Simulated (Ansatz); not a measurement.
Crystal: NaCl.

```xyz
2
Lattice="0.0000 2.7941 2.7941 2.7941 0.0000 2.7941 2.7941 2.7941 0.0000" Properties=species:S:1:pos:R:3 pbc="T T T"
Cl    2.7941    2.7941    2.7941
Na    0.0000    0.0000    0.0000
```

The cell is a database's computed one.

Base run:

* Program: Ansatz 0.2.0
* Functional: BLYP
* Potentials or basis: all-electron LAPW, scalar-relativistic
* Cutoff: 169 eV
* Density cutoff: 677 eV
* Basis error allowed: 0.001 eV/atom
* k mesh: 8 × 8 × 8
* Occupations: fermi-dirac, width 0.05 eV
* Spin: no spin polarisation

Its results: band gap on the k mesh 5.25 eV, direct; pressure 2.5 GPa.

After a change of settings the same cell gave: band gap on the k mesh 5.54 eV, direct; pressure 3.6 GPa. Which change was it?
A. functional from BLYP to LDA
B. functional from BLYP to RPBE
C. functional from BLYP to PBEsol; potentials or basis from all-electron LAPW, scalar-relativistic to all-electron PAW datasets made for the crystal

B.

Not every run made on this cell is shown here.
